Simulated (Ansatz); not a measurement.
**Is this HfC5 stable against decomposition?**

Theory: DFT PBE, scalar-relativistic, plane waves, PAW in Ansatz 0.2.0. All cells share a 420 eV cutoff and Γ-centred k meshes spaced at most about 0.3 Å⁻¹ (about 0.25 or finer for metals, 2π included). No spin polarisation.

The zero of energy is the elements' standard structures at the same level; no fitted shifts are applied.

Temperature and zero-point effects are left out. These runs have no spin–orbit coupling, which can matter for Hf. The reference form of C is held partly by dispersion forces, which this level lacks.

The competitors are the elements and 1 reference phase of this chemical system (from databases or known types: HfC), relaxed at the same level; other known phases may be missing.

The candidate was reached from: Mg5Pd type (P-62m).

```
Hf C
1.0
     4.08284    0.00000    0.00000
    -2.04142    3.53584    0.00000
     0.00000    0.00000    4.42302
Hf C
1 5
Cartesian
  0.0000 0.0000 0.0000
  0.8396 0.0000 2.2115
  1.6216 2.8087 2.2115
  -0.4198 0.7271 2.2115
  0.0000 2.3572 0.0000
  2.0414 1.1786 0.0000
```

Q: Into what would it decompose?

A: Its formation energy is 2.418 eV/atom. The lowest competing mixture at this composition is this:

```tsv
phase	space group	source	share of atoms	ΔE_f (eV/atom)
C	-	element	0.6667	-0.0002
HfC	Fm-3m (No. 225)	COD	0.3333	-0.918
```

The lowest database cell of C (-0.0002) lies slightly below the reference, hence the non-zero entry.

The mixture lies at -0.306 eV/atom, and the candidate lies 2.72 eV/atom above it. The candidate matches no cell in the subsets of the Crystallography Open Database and the Materials Project at hand. The margin is far too high for a likely synthesis. It holds C–C units of three or more atoms (shortest 1.45 Å).
